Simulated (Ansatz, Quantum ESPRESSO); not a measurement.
**One calculation of MnH2O2, 3 ways**

```xyz
5
Lattice="3.2500 0.0000 0.0000 -1.6250 2.8146 0.0000 0.0000 0.0000 4.4800" Properties=species:S:1:pos:R:3 pbc="T T T"
Mn    0.0000    0.0000    0.0000
O     1.6250    0.9382    3.4675
O     0.0000    1.8764    1.0125
H     1.6250    0.9382    2.4819
H     0.0000    1.8764    1.9981
```

Alike in all runs: task band structure; functional PBEsol; k mesh 9 × 9 × 6; occupations fermi-dirac, width 0.05 eV; collinear spin, ferromagnetic start; no spin-orbit coupling. Pressure is positive in compression and, in plane waves, holds the error of the finite cutoff, which Ansatz's Pulay term estimates and takes out.

```csv
program and potentials,plane-wave cutoff (eV),notes,pressure (GPa),net moment per atom (μB),largest force (eV/Å)
"Ansatz, Ansatz PAW",420,"potentials made for PBE, which Ansatz adapts in part",?,?,?
"Ansatz, all-electron LAPW, scalar-relativistic",-,-,6.21,1.00,0.903
"Quantum ESPRESSO, GBRV 1.5 PBEsol",612,-,7.40,1.00,0.480
```

Q: Estimate from the other rows what the run with Ansatz, Ansatz PAW gave.

A: Pressure 6.23 GPa; net moment per atom 1.00 μB; largest force 0.894 eV/Å. Its pressure holds a Pulay term of +0.80 GPa. The other rows, which needn't bracket it: pressure 6.21 to 7.40; net moment per atom 1.00; largest force 0.480 to 0.903.
